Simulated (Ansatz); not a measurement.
Runs of Ansatz 0.2.0 on GaSb. It takes space group F-43m (No. 216, cubic). The conventional cell has a = 6.118 Å, b = 6.118 Å, c = 6.118 Å, α = 90.00°, β = 90.00°, γ = 90.00°. Around Sb (site symmetry -43m) lie 4 Ga at 2.65 Å. Ga (site symmetry -43m) has 4 Sb at 2.65 Å as nearest neighbours. 

| task | level | potentials or basis | spin | k mesh | cutoff (eV) | smearing | basis error allowed | mesh quality | gap on the mesh (eV) | pressure (GPa) |
| --- | --- | --- | --- | --- | --- | --- | --- | --- | --- | --- |
| single point | PBE | all-electron LAPW, scalar-relativistic | off | 3 × 3 × 3 | 236 | fermi-dirac 0.06 eV | 0.004 eV/atom | coarse | none | 4.2 |
| single point | PBE | all-electron LAPW, scalar-relativistic | off | 8 × 8 × 8 | 278 | gaussian 0.013 eV | 0.001 eV/atom | not flagged | 0.04 | 2.3 |
| band structure | LDA | all-electron LAPW, relativistic spinors | SOC, no magnetisation | 6 × 6 × 6 | 279 | fermi-dirac 0.05 eV | 0.001 eV/atom | coarse | - | (a) |
| single point | PBE | all-electron LAPW, scalar-relativistic | off | 8 × 8 × 8 | 278 | gaussian 0.018 eV | 0.001 eV/atom | not flagged | 0.04 | 2.3 |
| single point | PBE | all-electron LAPW, scalar-relativistic | off | 8 × 8 × 8 | 278 | gaussian 0.012 eV | 0.001 eV/atom | not flagged | 0.04 | 2.3 |

Alike in all rows: cell as given.

Task: Estimate the missing entries.

Result: (a) -1.6.

Caveats: some runs use coarse meshes; spin-orbit coupling is left out, which moves the levels of the heavy elements (some runs); the k mesh is thin for a metal, which can move the energy by tens of meV per atom (some runs); this crystal is a semiconductor, whose small gap the functional closes, so the metal is an error of the method (some runs).

A k mesh can miss the band edges, and rows without SOC leave out spin-orbit coupling on Ga, Sb.

A gap of «none» marks a metal or a gap under the smearing width.
